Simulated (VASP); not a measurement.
# MgS: restarted molecular dynamics, 2 variants

MgS, P6_3mc (no. 186), 8 atoms in the cell. PBE, molecular dynamics; PAW potentials S, Mg (PBE set).

| Restart from | Temperature at the end (K) | The same without a restart (K) | Potential energy at the end (eV/atom) | The same without a restart (eV/atom) | Electronic steps in the first step after the restart | Time (s) |
|---|---|---|---|---|---|---|
| CONTCAR with velocities, WAVECAR read | 2153.0 | 2153.0 | -3.95707 | -3.95707 | 5 | 322 |
| CONTCAR with velocities, no WAVECAR | 2153.0 | 2153.0 | -3.95706 | -3.95707 | 15 | 411 |

Limits: 120 fs of 8 atoms are too short for converged averages; the cell is only 4.0 Å across, so each atom moves in step with near copies of itself.

## Input of the first row

INCAR.step1:
```
SYSTEM = MgS
GGA = PE
PREC = Normal
ENCUT = 260
EDIFF = 1E-6
NELMIN = 4
NELM = 60
ALGO = Normal
LREAL = Auto
LASPH = .True.
ISMEAR = 0
SIGMA = 0.05
ISYM = 0
LWAVE = .True.
LCHARG = .False.
IBRION = 0
NSW = 30
POTIM = 2.0
TEBEG = 1600
ISIF = 2
RANDOM_SEED = 203775 0 0
MDALGO = 2
SMASS = 0
KPAR = 2
```

INCAR.step2, as INCAR.step1 but for:
```
- LWAVE = .True.
+ LWAVE = .False.
```

KPOINTS:
```
k-points
0
Gamma
  3 2 2
```

POSCAR.step1:
```
MgS
1.0
    4.0346224068      0.0000000000      0.0000000000
    0.0000000000      6.9881709980      0.0000000000
    0.0000000000      0.0000000000      6.4322941800
S Mg
4 4
Direct
    0.5000000000      0.1666666666      0.8792441500
    0.0000000001      0.6666666666      0.8792441500
    0.0000000000      0.3333333334      0.3792441500
    0.5000000000      0.8333333334      0.3792441500
    0.0000000000      0.3333333334      0.9957548500
    0.5000000000      0.8333333334      0.9957548500
    0.5000000000      0.1666666666      0.4957548500
    0.0000000001      0.6666666666      0.4957548500
```

Commands (each step's output is kept before the next begins):
```
cat potpaw_PBE.64/S/POTCAR potpaw_PBE.64/Mg/POTCAR > POTCAR
cp INCAR.step1 INCAR
cp POSCAR.step1 POSCAR
mpirun -np 2 vasp_std > vasp.out
cp CONTCAR POSCAR
cp INCAR.step2 INCAR
mpirun -np 2 vasp_std > vasp.out
```

Changes of the last row against the first:
```
(step 1)
- LWAVE = True
+ LWAVE = False
```

VASP 6.6.1 took 322 s on 2 cores (AMD EPYC 7R43 (Zen 3)), a shared host.
